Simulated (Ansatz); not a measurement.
## BN in Ansatz: the effect of functional

The system is BN.

```xyz
2
Lattice="0.0000 3.4719 2.1516 1.2432 0.0000 2.1516 1.2432 3.4719 0.0000" Properties=species:S:1:pos:R:3 pbc="T T T"
N     1.2432    3.4719    2.8687
B     1.2432    3.4719    0.0002
```

Measurements of this composition are mostly on another form, of space group No. 194.

The cell isn't the ideal one: volume scaled by 0.98.

Alike in all runs:

| Quantity | Value |
| --- | --- |
| Program | Ansatz 0.2.0 |
| Task | single point |
| Potentials or basis | Ansatz PAW |
| k mesh | 13 × 13 × 13 |
| Occupations | fermi-dirac, width 0.05 eV |
| Spin | no spin polarisation |

```csv
functional,cutoff,gap on the mesh (eV),pressure (GPa)
LDA,420 eV (not typed: the program's choice for these potentials),3.72,0.5
PBEsol,420 eV (not typed: the program's choice for these potentials),?,?
r2SCAN,500 eV (not typed: the program's choice for these potentials),4.40,4.4
```

What does the run with functional PBEsol give?

gap on the mesh 3.81 eV; pressure 5.4 GPa.

Caveats: odd divisions of the mesh miss points on the zone boundary, where band edges often lie, so the gap on the mesh can be too wide; the PAW data sets come from PBE, with cores solved anew for the run's functional, which leaves a small shift of forces and pressure.

A k mesh can miss the band edges.

Runs at the PBE level aren't shown here.
